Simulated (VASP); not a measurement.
ZnS (Wurtzite-6H): single point with PBE

**Measured values to compare with.**

From a printed reference work, monograph, for a bulk crystal of ZnS at 4 K: band gap 3.911 eV (direct).

ZnS (Wurtzite-6H):

```
CELL_PARAMETERS angstrom
3.81200 0.00000 0.00000
-1.90600 3.30129 0.00000
0.00000 0.00000 18.68999
ATOMIC_POSITIONS crystal
Zn 0.33333 0.66667 0.83333
Zn 0.66667 0.33333 0.33333
Zn 0.66667 0.33333 0.66667
Zn 0.33333 0.66667 0.16667
Zn 0.00000 0.00000 0.50000
Zn 0.00000 0.00000 0.00000
S 0.33333 0.66667 0.95833
S 0.66667 0.33333 0.45833
S 0.66667 0.33333 0.79167
S 0.33333 0.66667 0.29167
S 0.00000 0.00000 0.62500
S 0.00000 0.00000 0.12500
```

```json
{
 "Program": "VASP 6.6.1",
 "Task": "single point",
 "Functional": "PBE",
 "Potentials or basis": "VASP PAW PBE potentials, release 64 (Zn, S)",
 "Cutoff": "520 eV",
 "k mesh": "8 × 8 × 2",
 "Occupations": "gaussian, width 0.014 eV",
 "Spin": "no spin polarisation",
 "Further INCAR settings": "ALGO = Fast; EDIFF = 1e-07"
}
```

* Pressure: 2.4 GPa
* Largest force: 0.030 eV/Å
* Band gap on the k mesh: 2.17 eV, direct

Forces on the atoms (eV/Å):
```
Zn   0.000  0.000  0.001
Zn   0.000  0.000  0.001
Zn   0.000  0.000  0.015
Zn   0.000  0.000  0.015
Zn   0.000  0.000 -0.004
Zn   0.000  0.000 -0.004
S    0.000  0.000 -0.030
S    0.000  0.000 -0.030
S    0.000  0.000 -0.007
S    0.000  0.000 -0.007
S    0.000  0.000  0.024
S    0.000  0.000  0.024
```

Levels at points of the mesh, in eV from the valence-band top:
```csv
k point,band 51,band 52,band 53,band 54,band 55,band 56,band 57,band 58
"(0.00, 0.00, 0.00)",-0.24,-0.02,0.00,0.00,2.17,3.22,3.26,3.34
"(0.50, 0.00, 0.00)",-1.27,-1.26,-1.10,-0.88,3.44,3.57,3.61,3.88
"(0.00, 0.00, 0.50)",-0.07,-0.07,-0.07,-0.07,2.65,2.65,3.28,3.28
"(0.50, 0.00, 0.50)",-1.22,-1.22,-0.99,-0.99,3.37,3.37,3.85,3.85
```

Run time: 14 min on 1 thread of Intel(R) Xeon(R) Platinum 8375C CPU @ 2.90GHz (Ice Lake) (shared host), peak memory 0.44 GiB.

A measured gap of ZnS is 3.911 eV (direct; 4 K; a printed reference work, monograph); the calculated 2.17 eV misses it by -1.74 eV. The value is that of PBE on a finite k mesh, which can miss the band edges, without temperature or zero-point motion. Semilocal functionals fall short of measured gaps as a rule.

Caveat: the cell's inner coordinates are idealised or old, which leaves forces on the atoms.
